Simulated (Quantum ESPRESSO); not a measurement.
Crystal: MgS (Niningerite).

```
S Mg
1.0
     0.00000    2.60165    2.60165
     2.60165    0.00000    2.60165
     2.60165    2.60165    0.00000
S Mg
1 1
Cartesian
  2.6016 2.6016 2.6016
  0.0000 0.0000 0.0000
```

- Program: Quantum ESPRESSO 7.5
- Task: phonons
- Functional: vdW-DF-cx
- Potentials or basis: PseudoDojo 0.4.1 SR PBE standard
- Cutoff: 1143 eV
- Density cutoff: 4572 eV
- k mesh: 6 × 6 × 6, shifted
- Occupations: fermi-dirac, width 0.05 eV
- Spin: no spin polarisation
- Mixing beta: 0.5
- Most SCF iterations: 120
- SCF threshold: 4e-10 Ry

The cell and the atoms were relaxed first, to 17.68 Å³/atom (a = 3.684 Å, b = 3.684 Å, c = 3.684 Å, α = 60.00°, β = 60.00°, γ = 60.00°), and the response was taken there.

The first run showed a gap, so the response started from a second, tighter run with fixed occupations.

Q: How polar is the lattice: what are the Born charges, the two dielectric constants and the LO-TO splitting?

A: Born charges ±2.32 e; dielectric constants 5.38 (electrons alone) and 14.13 (static); transverse and longitudinal modes at 249 and 403 cm⁻¹.

Caveat: the potentials were made for another functional, which shifts forces and pressure; before the sum rule the acoustic modes lie tens of cm⁻¹ from zero, a sign that the density grid also shifts the optical modes.
